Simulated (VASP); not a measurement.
GaN, 4 atoms in the cell. It takes space group P6_3mc (No. 186, hexagonal). Conventional cell: a = 3.217 Å, b = 3.217 Å, c = 5.243 Å, α = 90.00°, β = 90.00°, γ = 120.00°. Around Ga (site symmetry 3m) lie 4 N at 1.97 Å. Around N (site symmetry 3m) lie 4 Ga at 1.97 Å. 

```yaml
Program: VASP 6.6.1
Task: relaxation of cell and atoms
Functional: PBE
Potentials_or_basis: VASP PAW PBE potentials, release 64 (Ga_d, N)
Cutoff: 600 eV
k_mesh: 12 × 12 × 5
Occupations: gaussian, width 0.03 eV
Spin: no spin polarisation
Further_INCAR_settings: ALGO = Normal; EDIFF = 1e-07; IBRION = 2; EDIFFG = -0.005; NSW = 90; ISIF = 3
```

Potentials or basis: VASP PAW PBE potentials, release 64 (Ga_d, N).

Launch:

```bash
$ cat potpaw_PBE.64/Ga_d/POTCAR potpaw_PBE.64/N/POTCAR > POTCAR
$ mpirun -np 1 vasp_std > vasp.out
```

Hardware: 1 thread of Intel(R) Xeon(R) Platinum 8259CL CPU @ 2.50GHz (Skylake/Cascade Lake), with other jobs on the host.

Question: How long does it take, and how much memory?

Answer: It took 2.5 min on 1 thread of Intel(R) Xeon(R) Platinum 8259CL CPU @ 2.50GHz (Skylake/Cascade Lake), on a shared host, peak memory 0.22 GiB. Counts: scf iterations 25, k points 57, ion steps 3.
